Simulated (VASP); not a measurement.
# Vibrations of InSe: a test of the settings, part 3 of 3

How far do the zone-centre frequencies of InSe depend on the numerical settings? The starting structure is a computed structure from the Materials Project.

VASP 6.6.1.

Results so far: reference A2'' (3) 200.6 cm⁻¹; a 4×4×1 mesh A2'' (3) 199.9 cm⁻¹.

## (4) Modes with a cutoff of 240 eV

Level of this step: LDA; plane waves and PAW (In_d, Se) (VASP).

Against step 2 the input has ENCUT = 240.

Contents of INCAR:

```
SYSTEM = InSe
PREC = Accurate
ENCUT = 240
EDIFF = 1E-08
NELM = 100
ISMEAR = 0
SIGMA = 0.03
LREAL = .FALSE.
ALGO = Normal
GGA = CA
NBANDS = 47
LORBIT = 11
LWAVE = .FALSE.
LCHARG = .FALSE.
KPAR = 4
IBRION = 8
LEPSILON = .TRUE.
ISIF = 2
```

Contents of POSCAR:

```
InSe
1.0
    3.9776146520      0.0000000000      0.0000000000
   -1.9888073260      3.4447153351      0.0000000000
    0.0000000000      0.0000000000     16.2709593191
In Se
4 4
Direct
    0.3333333333      0.6666666667      0.0843456828
    0.3333333333      0.6666666667      0.9156543172
    0.0000000000      0.0000000000      0.4156612558
    0.0000000000      0.0000000000      0.5843387442
    0.3333333333      0.6666666667      0.3377301405
    0.3333333333      0.6666666667      0.6622698595
    0.6666666667      0.3333333333      0.1623490864
    0.6666666667      0.3333333333      0.8376509136
```

Contents of KPOINTS:

```
Automatic mesh
0
Gamma
6 6 2
0 0 0
```

PAW data sets: In_d and Se (LDA family, release 64).

Started as:

```sh
> mpirun -np 4 vasp_std
```

Output:

```text
[... set-up lines as in an earlier step ...]
 entering main loop
       N       E                     dE             d eps       ncg     rms          rms(c)
DAV:   1     0.566028920747E+03    0.56603E+03   -0.22830E+04  1332   0.104E+03
DAV:   2     0.312861945239E+02   -0.53474E+03   -0.51765E+03  1404   0.333E+02
DAV:   3    -0.317209109468E+02   -0.63007E+02   -0.62156E+02  1602   0.134E+02
DAV:   4    -0.342195891061E+02   -0.24987E+01   -0.24897E+01  1539   0.275E+01
[...]
DAV:  16    -0.333082115804E+02    0.43609E-07   -0.22696E-07  1586   0.255E-03    0.870E-04
DAV:  17    -0.333082115977E+02   -0.17233E-07   -0.26429E-08  1182   0.760E-04    0.374E-04
DAV:  18    -0.333082116014E+02   -0.37617E-08   -0.18179E-09   952   0.430E-04
   1 F= -.33308212E+02 E0= -.33308212E+02  d E =-.852461E-07
 Linear response reoptimize wavefunctions to high precision
DAV:   1    -0.333082116028E+02   -0.13797E-08   -0.90852E-10   917   0.185E-04
DAV:   2    -0.333082116027E+02    0.11369E-09   -0.30606E-10   952   0.130E-04
[...]
RMM:  15    -0.794594852837E-01    0.35084E-08    0.24544E-10  5489   0.479E-05    0.616E-07
 first order change of Fermi-energy  -0.41776E-04
 force on displaced ion       7 direction 1 :  -5.576  -0.001  -0.000
 Born effective charge ion    7 direction 1 :  -2.512   0.000  -0.000
 Linear response progress:
  Degree of freedom:   8/  8
       N       E                     dE             d eps       ncg     rms          rms(c)
RMM:   1    -0.108719142995E+00   -0.10872E+00    0.88530E-02  2625   0.988E-01
RMM:   2    -0.106538024945E+00    0.21811E-02   -0.38033E-03  1971   0.302E-01    0.131E-01
RMM:   3    -0.106499775718E+00    0.38249E-04   -0.67494E-04  2369   0.120E-01    0.485E-02
RMM:   4    -0.106503554470E+00   -0.37788E-05   -0.26435E-04  2381   0.372E-02    0.197E-02
[...]
RMM:  26    -0.106476635393E+00   -0.29029E-07    0.28406E-06  1973   0.410E-05    0.160E-07
RMM:  27    -0.106476638163E+00   -0.27702E-08    0.28585E-06  1997   0.410E-05    0.104E-07
RMM:  28    -0.106476647027E+00   -0.88633E-08    0.28396E-06  1994   0.410E-05    0.706E-08
 first order change of Fermi-energy  -0.23005E+00
 force on displaced ion       7 direction 3 :   0.000   0.000  -6.832
 Born effective charge ion    7 direction 3 :   0.000  -0.000  -1.877
 Born effective charges drift removed
 Linear response finished
```

The job ended after 5.8 min (4 MPI ranks of Intel Xeon 6975P-C (Granite Rapids), shared host; peak memory 1.8 GiB).

OUTCAR, selected parts (step 4):

```text
  Total       -0.8099221     -0.8099221     -0.8388633      0.0000000      0.0000000      0.0000000
  in kB       -5.8205579     -5.8205579     -6.0285462      0.0000000      0.0000000      0.0000000
  external PRESSURE =      -5.8898873 kB  Pullay stress =       0.0000000 kB

 POSITION                                       TOTAL-FORCE (eV/Angst)
 -----------------------------------------------------------------------------------
     -0.00000      2.29648      1.37239         0.000000     -0.000000     -0.007224
     -0.00000      2.29648     14.89857        -0.000000      0.000000      0.007224
      0.00000      0.00000      6.76321        -0.000000      0.000000      0.004099
      0.00000      0.00000      9.50775        -0.000000      0.000000     -0.004099
     -0.00000      2.29648      5.49519        -0.000000     -0.000000     -0.006253
     -0.00000      2.29648     10.77577         0.000000     -0.000000      0.006253
      1.98881      1.14824      2.64158        -0.000000     -0.000000      0.005689
      1.98881      1.14824     13.62938        -0.000000      0.000000     -0.005689
 -----------------------------------------------------------------------------------
    total drift:                               -0.000003      0.000002     -0.000000

 MACROSCOPIC STATIC DIELECTRIC TENSOR (including local field effects in DFT)
 ------------------------------------------------------
           9.694537     0.000000     0.000000
           0.000000     9.694537     0.000000
          -0.000000    -0.000000   280.768121
 ------------------------------------------------------

 MACROSCOPIC STATIC DIELECTRIC TENSOR IONIC CONTRIBUTION
 ------------------------------------------------------
           3.586905    -0.000000    -0.000000
          -0.000000     3.586905    -0.000000
          -0.000000    -0.000000     2.148086
 ------------------------------------------------------

[... 1 part as in an earlier step ...]

[... 1 further part left out ...]
```

With a cutoff of 240 eV the compared modes are at the top A2'' (3) 200.7, A2'' (2) 190.3 cm⁻¹, at the bottom A2'' (1) 35.2, E' (1) 18.8 cm⁻¹, with 6 more of the listed ones between; the largest shift among the levels compared is -2.3 cm⁻¹, in E' (1), from the reference.

## (5) Modes with an 8×8×2 mesh

Against step 2 the input has an 8×8×2 mesh.

INCAR, as its differences from that of step 4:

```diff
@@ -2,3 +2,3 @@
 PREC = Accurate
-ENCUT = 240
+ENCUT = 450
 EDIFF = 1E-08
```

POSCAR is that of step 4.

Contents of KPOINTS:

```
Automatic mesh
0
Gamma
8 8 2
0 0 0
```

Started as:

```sh
> mpirun -np 4 vasp_std
```

Output:

```text
[... set-up lines as in an earlier step ...]
 entering main loop
       N       E                     dE             d eps       ncg     rms          rms(c)
DAV:   1     0.759221262774E+03    0.75922E+03   -0.31414E+04  1880   0.167E+03
DAV:   2     0.822412446760E+02   -0.67698E+03   -0.65798E+03  1880   0.454E+02
DAV:   3    -0.268956108605E+02   -0.10914E+03   -0.10559E+03  2273   0.194E+02
DAV:   4    -0.340486848288E+02   -0.71531E+01   -0.70985E+01  2256   0.492E+01
[...]
DAV:  14    -0.333401372852E+02    0.36295E-06   -0.19738E-06  2664   0.152E-02    0.617E-03
DAV:  15    -0.333401373168E+02   -0.31599E-07   -0.22891E-07  2225   0.229E-03    0.170E-03
DAV:  16    -0.333401373149E+02    0.18890E-08   -0.40666E-08  1864   0.178E-03
   1 F= -.33340137E+02 E0= -.33340137E+02  d E =-.375665E-07
 Linear response reoptimize wavefunctions to high precision
DAV:   1    -0.333401373140E+02    0.88949E-09   -0.88006E-09  1483   0.856E-04
DAV:   2    -0.333401373142E+02   -0.20918E-09   -0.23746E-09  1360   0.366E-04
[...]
RMM:  19    -0.816265586275E-01   -0.12596E-08    0.21493E-07 11074   0.539E-05    0.944E-07
 first order change of Fermi-energy  -0.15535E-03
 force on displaced ion       7 direction 1 :  -5.583  -0.001  -0.000
 Born effective charge ion    7 direction 1 :  -2.392   0.000  -0.000
 Linear response progress:
  Degree of freedom:   8/  8
       N       E                     dE             d eps       ncg     rms          rms(c)
RMM:   1    -0.110448272086E+00   -0.11045E+00    0.92060E-02  3774   0.107E+00
RMM:   2    -0.108584442407E+00    0.18638E-02   -0.30667E-03  2820   0.342E-01    0.135E-01
RMM:   3    -0.108646711927E+00   -0.62270E-04   -0.10450E-03  3415   0.147E-01    0.493E-02
RMM:   4    -0.108642871185E+00    0.38407E-05   -0.20388E-04  3464   0.442E-02    0.210E-02
[...]
RMM:  20    -0.108624050243E+00   -0.22632E-07    0.46978E-07  3353   0.580E-05    0.580E-07
RMM:  21    -0.108624032546E+00    0.17697E-07    0.46096E-07  3381   0.578E-05    0.321E-07
RMM:  22    -0.108624054113E+00   -0.21567E-07    0.46674E-07  3377   0.578E-05    0.983E-08
 first order change of Fermi-energy  -0.22979E+00
 force on displaced ion       7 direction 3 :   0.000   0.000  -6.814
 Born effective charge ion    7 direction 3 :   0.000   0.000  -1.656
 Born effective charges drift removed
 Linear response finished
```

It took 22 min on 4 MPI ranks; peak memory 5 GiB.

Parts of OUTCAR (step 5):

```text
  Total       -0.0547277     -0.0547277      0.0209212      0.0000000     -0.0000000      0.0000000
  in kB       -0.3933040     -0.3933040      0.1503519      0.0000000     -0.0000000      0.0000000
  external PRESSURE =      -0.2120854 kB  Pullay stress =       0.0000000 kB

 POSITION                                       TOTAL-FORCE (eV/Angst)
 -----------------------------------------------------------------------------------
     -0.00000      2.29648      1.37239        -0.000000      0.000000     -0.001876
     -0.00000      2.29648     14.89857        -0.000000     -0.000000      0.001876
      0.00000      0.00000      6.76321         0.000000      0.000000      0.001270
      0.00000      0.00000      9.50775         0.000000      0.000000     -0.001270
     -0.00000      2.29648      5.49519         0.000000     -0.000000     -0.001966
     -0.00000      2.29648     10.77577         0.000000      0.000000      0.001966
      1.98881      1.14824      2.64158        -0.000000     -0.000000      0.001407
      1.98881      1.14824     13.62938        -0.000000     -0.000000     -0.001407
 -----------------------------------------------------------------------------------
    total drift:                               -0.000001      0.000001     -0.000000

 MACROSCOPIC STATIC DIELECTRIC TENSOR (including local field effects in DFT)
 ------------------------------------------------------
           9.073628    -0.000000     0.000000
           0.000000     9.073628    -0.000000
          -0.000000    -0.000000   157.739806
 ------------------------------------------------------

 MACROSCOPIC STATIC DIELECTRIC TENSOR IONIC CONTRIBUTION
 ------------------------------------------------------
           3.370819     0.000000     0.000000
           0.000000     3.370819     0.000000
           0.000000     0.000000     1.419230
 ------------------------------------------------------

[... 1 part as in an earlier step ...]

[... 1 further part left out ...]
```

With an 8×8×2 mesh the compared modes are at the top A2'' (3) 200.3, A2'' (2) 190.0 cm⁻¹, at the bottom A2'' (1) 34.4, E' (1) 21.3 cm⁻¹, with 6 more of the listed ones between; the largest shift among the levels compared is -0.3 cm⁻¹, in A2'' (3), from the reference.

## (6) Modes with finite displacements

Against step 2 the input has IBRION = 6, NFREE = 2, POTIM = 0.015 and no LEPSILON (also changed: NSW).

INCAR, as its differences from that of step 5:

```diff
@@ -15,4 +15,6 @@
 KPAR = 4
-IBRION = 8
-LEPSILON = .TRUE.
+IBRION = 6
+NFREE = 2
+POTIM = 0.015
+NSW = 1
 ISIF = 2
```

POSCAR is that of step 5.

Contents of KPOINTS:

```
Automatic mesh
0
Gamma
6 6 2
0 0 0
```

Started as:

```sh
> mpirun -np 4 vasp_std
```

Output:

```text
[... set-up lines as in an earlier step ...]
 entering main loop
       N       E                     dE             d eps       ncg     rms          rms(c)
[... 16 cycles as in an earlier step ...]
   1 F= -.33327694E+02 E0= -.33327694E+02  d E =-.693431E-07
[... from here on, the cycles between the ionic steps are left out ...]
   2 F= -.33327095E+02 E0= -.33327095E+02  d E =-.692411E-07
   3 F= -.33327095E+02 E0= -.33327095E+02  d E =-.692347E-07
   4 F= -.33326413E+02 E0= -.33326413E+02  d E =-.252053E-06
   5 F= -.33326361E+02 E0= -.33326361E+02  d E =-.180432E-07
   6 F= -.33327092E+02 E0= -.33327092E+02  d E =-.691619E-07
   7 F= -.33327092E+02 E0= -.33327092E+02  d E =-.691644E-07
   8 F= -.33326352E+02 E0= -.33326352E+02  d E =-.190928E-07
   9 F= -.33326413E+02 E0= -.33326413E+02  d E =-.240220E-06
  10 F= -.33327052E+02 E0= -.33327052E+02  d E =-.694906E-07
  11 F= -.33327052E+02 E0= -.33327052E+02  d E =-.695051E-07
  12 F= -.33326928E+02 E0= -.33326928E+02  d E =-.116154E-06
  13 F= -.33326907E+02 E0= -.33326907E+02  d E =-.420120E-07
  14 F= -.33327068E+02 E0= -.33327068E+02  d E =-.694999E-07
  15 F= -.33327068E+02 E0= -.33327068E+02  d E =-.694587E-07
  16 F= -.33326916E+02 E0= -.33326916E+02  d E =-.369512E-07
  17 F= -.33326951E+02 E0= -.33326951E+02  d E =-.130229E-06
 Finite differences progress:
  Degree of freedom:   8/  8
  Displacement:        2/  2
  Total:              16/ 16
```

Run time: 7 min. Hardware: 4 MPI ranks; peak memory 2.2 GiB; 28 min of CPU time.

Parts of OUTCAR (step 6):

```text
  Total        0.1073136      0.1073136      0.1119619      0.0000000     -0.0000000     -0.0000000
  in kB        0.7712162      0.7712162      0.8046215      0.0000000     -0.0000000     -0.0000000
  external PRESSURE =       0.7823513 kB  Pullay stress =       0.0000000 kB

 POSITION                                       TOTAL-FORCE (eV/Angst)
 -----------------------------------------------------------------------------------
     -0.00000      2.29648      1.37239        -0.000000      0.000000     -0.093665
     -0.00000      2.29648     14.89857         0.000000     -0.000000     -0.000962
      0.00000      0.00000      6.76321         0.000000     -0.000000     -0.000313
      0.00000      0.00000      9.50775        -0.000000     -0.000000      0.003653
     -0.00000      2.29648      5.49519         0.000000     -0.000000     -0.005085
     -0.00000      2.29648     10.77577         0.000000     -0.000000     -0.002773
      1.98881      1.14824      2.62658        -0.000000     -0.000000      0.100854
      1.98881      1.14824     13.62938         0.000000     -0.000000     -0.001709
 -----------------------------------------------------------------------------------
    total drift:                               -0.000001      0.000001      0.000127

  FREE ENERGIE OF THE ION-ELECTRON SYSTEM (eV)
  ---------------------------------------------------
  free  energy   TOTEN  =       -33.3269513216 eV

  energy  without entropy=      -33.3269511914  energy(sigma->0) =      -33.32695126

[... 2 parts as in an earlier step ...]

[... 1 further part left out ...]
[key lines of the parts left out:]
E-fermi :   4.6187
```

The last energy, forces and stress in OUTCAR belong to the last displaced cell, not to that of POSCAR.

With finite displacements the compared modes are at the top A2'' (3) 199.4, A2'' (2) 189.9 cm⁻¹, at the bottom A2'' (1) 35.1, E' (1) 21.0 cm⁻¹, with 6 more of the listed ones between; the largest shift among the levels compared is -1.2 cm⁻¹, in A2'' (3), from the reference.

## (7) All runs side by side

```
                 run  A2'' (3)  A2'' (2)  E' (2)  E'' (3)  E'' (2)  E'' (1)  A2'' (1)  E' (1)                method  core minutes
           reference     200.6     190.1   180.2    173.7     40.5     36.7      34.6    21.1   perturbation theory          63.9
        a 4×4×1 mesh     199.9     190.2   181.2    173.8     39.8     36.8      31.8    22.7   perturbation theory          20.5
  a cutoff of 240 eV     200.7     190.3   180.2    173.6     39.2     35.5      35.2    18.8   perturbation theory          23.3
       an 8×8×2 mesh     200.3     190.0   180.1    173.6     40.6     36.7      34.4    21.3   perturbation theory          88.8
finite displacements     199.4     189.9   180.2    173.6     40.4     36.7      35.1    21.0  finite displacements          28.1
```

Modes are in cm⁻¹, degenerate ones as one, matched between runs by symmetry and order. A number in brackets counts the listed modes of one symmetry from the lowest. The symmetry labels come from an automatic analysis and can be wrong where levels nearly coincide. Levels within 1 cm⁻¹ of another in the first run are left out, since their labels are uncertain. Between the highest four and the lowest four, 2 more are left out. Core minutes are wall time times ranks of the run shown, on a shared host.

## (8) Summary of results

| Property | Result |
| --- | --- |
| A2'' (3), reference | 200.6 cm⁻¹ |
| E' (1), reference | 21.1 cm⁻¹ |
| A2'' (3), a 4×4×1 mesh | 199.9 cm⁻¹ |
| E' (1), a 4×4×1 mesh | 22.7 cm⁻¹ |
| A2'' (3), a cutoff of 240 eV | 200.7 cm⁻¹ |
| E' (1), a cutoff of 240 eV | 18.8 cm⁻¹ |
| A2'' (3), an 8×8×2 mesh | 200.3 cm⁻¹ |
| E' (1), an 8×8×2 mesh | 21.3 cm⁻¹ |
| A2'' (3), finite displacements | 199.4 cm⁻¹ |
| E' (1), finite displacements | 21.0 cm⁻¹ |

In words: The largest change comes with a 4×4×1 mesh: -2.8 cm⁻¹ in A2'' (1). On finer settings the modes change by up to -0.3 cm⁻¹ in A2'' (3) with an 8×8×2 mesh, not denser along every axis. Other changes move the modes by more: -2.8 cm⁻¹ in A2'' (1) with a 4×4×1 mesh, -2.3 cm⁻¹ in E' (1) with a cutoff of 240 eV and -1.2 cm⁻¹ in A2'' (3) with finite displacements. The dielectric constants and Born charges in the logs aren't compared here; at a small gap they can be far off, and in a run without a gap they mean nothing. The frequencies are harmonic, and the splitting of polar modes by their long-range field is left out. Further runs on this material are not shown.

[Lines on the potential files, build, host, timing and source positions are cut from VASP's logs without a mark.]

[Logs are printed without paths, hosts, clocks, repeated set-up lines and the standing remarks that a program may print on its own settings, such as how far it seeks lower states.]

[Hosts, paths, dates, database ids (printed as entryN), source tags and the programs' standing remarks are cut or masked in the printed files.]
